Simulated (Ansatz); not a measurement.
## Pb: changing spin-orbit coupling

```yaml
crystal:
  lattice:
    - [3.48000, 0.00000, 0.00000]
    - [-1.74000, 3.01377, 0.00000]
    - [0.00000, 0.00000, 5.59000]
  atoms:
    - { symbol: Pb, position: [0.66667, 0.33333, 0.75000] }
    - { symbol: Pb, position: [0.33333, 0.66667, 0.25000] }
```

This isn't the form of Pb at room conditions, which is fcc.

Kept alike: task band structure; functional r2SCAN; k mesh 9 × 9 × 5; occupations fermi-dirac, width 0.05 eV. Program: Ansatz, Ansatz PAW, cutoff 500 eV. The mesh is that of the run's cell of 2 atoms.

| spin-orbit coupling | pressure (GPa) |
| --- | --- |
| off | 2.88 |
| on | 3.36 |

Pressure is positive in compression, with a Pulay correction for the finite cutoff. For a metal such a mesh leaves the last digits unconverged. All rows use potentials made for PBE.

The pressure runs from 2.88 (off) to 3.36 GPa (on).
